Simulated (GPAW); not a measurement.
Input of a GPAW 26.7.0 run:

The input run.py:

```python
from ase import Atoms
from ase.dft.bandgap import bandgap
from ase.io import write
from ase.units import GPa
from gpaw import GPAW, PW

atoms = Atoms(['W', 'C'],
              cell=[[0.0, 2.192684, 2.192684],
                    [2.192684, 0.0, 2.192684],
                    [2.192684, 2.192684, 0.0]],
              scaled_positions=[[0.0, 0.0, 0.0],
                                [0.5, 0.5, 0.5]],
              pbc=True)

calc = GPAW(mode=PW(800),
            xc='LDA',
            kpts={'size': (10, 10, 10), 'gamma': True},
            occupations={'name': 'fermi-dirac', 'width': 0.05},
            nbands=19,
            convergence={'density': 1e-05, 'energy': 1e-05},
            maxiter=150,
            txt='gpaw.txt')
atoms.calc = calc
energy = atoms.get_potential_energy()
forces = atoms.get_forces()
stress = atoms.get_stress()
calc.write('gs.gpw')
write('result.traj', atoms)
print(f'Energy: {energy:.6f} eV')
print('Forces (eV/A):')
print(forces.round(4))
print('Stress (GPa):', (stress / GPa).round(3))
print('Fermi level:', round(calc.get_fermi_level(), 4), 'eV')
print(f'Gap: {bandgap(calc)[0]:.4f} eV, direct: {bandgap(calc, direct=True)[0]:.4f} eV')

path = atoms.cell.bandpath('GXWKGLUWLK,UX', npoints=100, eps=1e-4)
bs_calc = calc.fixed_density(kpts=path, symmetry='off', nbands=28,
                             convergence={'bands': 'CBM+6.0', 'eigenstates': 1e-6}, txt='bands.txt')
bs = bs_calc.band_structure()
bs.write('bs.json')
print(f'Gap on the path: {bandgap(bs_calc)[0]:.4f} eV')
```

Potentials or basis: the program's PAW data sets (release 1.2.1) made for this functional, pw.

Launch:

```console
$ OMP_NUM_THREADS=1 python run.py
```

Q: What does it give for the band gap along the path?

A: None (metal or under the smearing width).

Q: What does it give for the pressure?

A: -17.9 GPa.

Levels at the corners of the path, in eV from the Fermi level:
| point | band 5 | band 6 | band 7 | band 8 | band 9 | band 10 | band 11 | band 12 | band 13 |
| --- | --- | --- | --- | --- | --- | --- | --- | --- | --- |
| Γ | -15.66 | -2.79 | -2.79 | -2.79 | -1.07 | -1.07 | -1.07 | -1.02 | -1.02 |
| X | -13.42 | -5.78 | -5.55 | -2.49 | -2.49 | 0.79 | 2.20 | 2.20 | 5.38 |
| W | -12.51 | -6.31 | -6.04 | -6.04 | 0.45 | 0.45 | 2.21 | 3.40 | 4.90 |
| K | -12.63 | -6.95 | -5.89 | -4.87 | -1.72 | 1.37 | 2.46 | 4.80 | 4.83 |
| Γ | -15.66 | -2.79 | -2.79 | -2.79 | -1.07 | -1.07 | -1.07 | -1.02 | -1.02 |
| L | -11.02 | -9.76 | -6.58 | -6.58 | 0.98 | 0.98 | 2.26 | 5.01 | 8.70 |
| U | -12.63 | -6.95 | -5.89 | -4.87 | -1.72 | 1.37 | 2.46 | 4.80 | 4.83 |
| W | -12.51 | -6.31 | -6.04 | -6.04 | 0.45 | 0.45 | 2.21 | 3.40 | 4.90 |
| L | -11.02 | -9.76 | -6.58 | -6.58 | 0.98 | 0.98 | 2.26 | 5.01 | 8.70 |
| K | -12.63 | -6.95 | -5.89 | -4.87 | -1.72 | 1.37 | 2.46 | 4.80 | 4.83 |
| U | -12.63 | -6.95 | -5.89 | -4.87 | -1.72 | 1.37 | 2.46 | 4.80 | 4.83 |
| X | -13.42 | -5.78 | -5.55 | -2.49 | -2.49 | 0.79 | 2.20 | 2.20 | 5.38 |

Caveat: spin-orbit coupling is left out, which moves the levels of the heavy elements.
